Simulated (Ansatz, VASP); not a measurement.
MoS2 in VASP and in Ansatz

```
Mo S
1.0
     3.24884    0.00000    0.00000
    -1.62442    2.81358    0.00000
     0.00000    0.00000    6.35428
Mo S
1 2
Direct
  0.00000 0.00000 0.50000
  0.66667 0.33333 0.74468
  0.33333 0.66667 0.25532
```

Measurements of this composition are mostly on another form, of space group No. 194.

Alike in both runs: task single point; functional RPBE; dispersion D3(BJ); k mesh 9 × 9 × 4; occupations fermi-dirac, width 0.05 eV; no spin polarisation.

|  | VASP | Ansatz |
| --- | --- | --- |
| version | VASP 6.6.1 | Ansatz 0.2.0 |
| potentials or method | VASP PAW PBE potentials, release 64 (Mo_sv, S) | Ansatz PAW |
| plane-wave cutoff (eV) | 520 | 420 |
| valence electrons in the cell | 26 | 26 |

Ansatz gave:

```
gap on the k mesh at the Fermi level (eV)       : none
pressure (GPa)                                  : -15.6
largest component of the traceless stress (GPa) : 6.66
rms of the force components (eV/Å)              : 0.257
dispersion energy (meV/atom)                    : -1790.4
```

Question: What did VASP give for the same quantities?

Answer: gap on the k mesh at the Fermi level (eV): none; pressure (GPa): -15.8; largest component of the traceless stress (GPa): 6.66; rms of the force components (eV/Å): 0.265; dispersion energy (meV/atom): -1790.3.

Atom by atom the forces differ by 0.008 eV/Å (rms over components). A gap of «none» marks a metal or a gap that the smearing closes.

Caveats: so large a pressure means that the cell lies far from this level's equilibrium, or that cutoff or potentials fall short (VASP); the potentials were made for another functional, which shifts forces and pressure (VASP); the PAW data sets come from PBE, with cores solved anew for the run's functional, which leaves a small shift of forces and pressure (Ansatz).
